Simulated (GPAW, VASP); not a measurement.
This is a calculation of AlRu for VASP 6.6.1. 

Contents of INCAR:

```
SYSTEM = AlRu
PREC = Accurate
ENCUT = 500
EDIFF = 1E-6
ISMEAR = 0
SIGMA = 0.1
LREAL = .False.
LASPH = .True.
NELM = 60
ALGO = Normal
ISIF = 2
LWAVE = .False.
LCHARG = .True.
GGA = PE
LELF = .True.
LVHAR = .True.
```

File KPOINTS:

```
regular mesh
0
Gamma
  9 9 9
  0 0 0
```

Contents of POSCAR:

```
AlRu
1.0
    2.9916000000      0.0000000000      0.0000000000
    0.0000000000      2.9916000000      0.0000000000
    0.0000000000      0.0000000000      2.9916000000
Ru Al
1 1
Direct
    0.5000000000      0.5000000000      0.5000000000
    0.0000000000      0.0000000000      0.0000000000
```

Potentials or basis: VASP PAW PBE potentials, release 64 (Ru, Al).

Run with:

```bash
$ cat potpaw_PBE.64/Ru/POTCAR potpaw_PBE.64/Al/POTCAR > POTCAR
$ mpirun -np 1 vasp_std > vasp.out
```

Question: What does the same run look like in GPAW 26.7.0 (ASE script)? Potentials or basis there: GPAW PAW data sets (gpaw-data 1.2.1), cutoff 600 eV.

Answer: As run (cutoffs and basis follow the program's own potentials, and thresholds, step limits or extra output files can differ):

Contents of run.py:

```python
from ase import Atoms
from ase.dft.bandgap import bandgap
from ase.io import write
from ase.units import GPa
from gpaw import GPAW, PW

atoms = Atoms(['Ru', 'Al'],
              cell=[[2.9916, 0.0, 0.0],
                    [0.0, 2.9916, 0.0],
                    [0.0, 0.0, 2.9916]],
              scaled_positions=[[0.5, 0.5, 0.5],
                                [0.0, 0.0, 0.0]],
              pbc=True)

calc = GPAW(mode=PW(600),
            xc='PBE',
            kpts={'size': (9, 9, 9), 'gamma': True},
            occupations={'name': 'methfessel-paxton', 'order': 0, 'width': 0.1},
            nbands=20,
            convergence={'density': 1e-05, 'energy': 1e-05},
            maxiter=150,
            txt='gpaw.txt')
atoms.calc = calc
energy = atoms.get_potential_energy()
forces = atoms.get_forces()
stress = atoms.get_stress()
calc.write('gs.gpw')
write('result.traj', atoms)
print(f'Energy: {energy:.6f} eV')
print('Forces (eV/A):')
print(forces.round(4))
print('Stress (GPa):', (stress / GPa).round(3))
print('Fermi level:', round(calc.get_fermi_level(), 4), 'eV')
print(f'Gap: {bandgap(calc)[0]:.4f} eV, direct: {bandgap(calc, direct=True)[0]:.4f} eV')
```

Potentials or basis: GPAW PAW data sets (gpaw-data 1.2.1), pw.

Command:

```sh
$ OMP_NUM_THREADS=1 python run.py
```

Both were run:

|  | VASP | GPAW |
| --- | --- | --- |
| Pressure | 2.6 GPa | 3.2 GPa |

The potentials hold 11 and 19 valence electrons a cell.

Pressure is positive in compression.
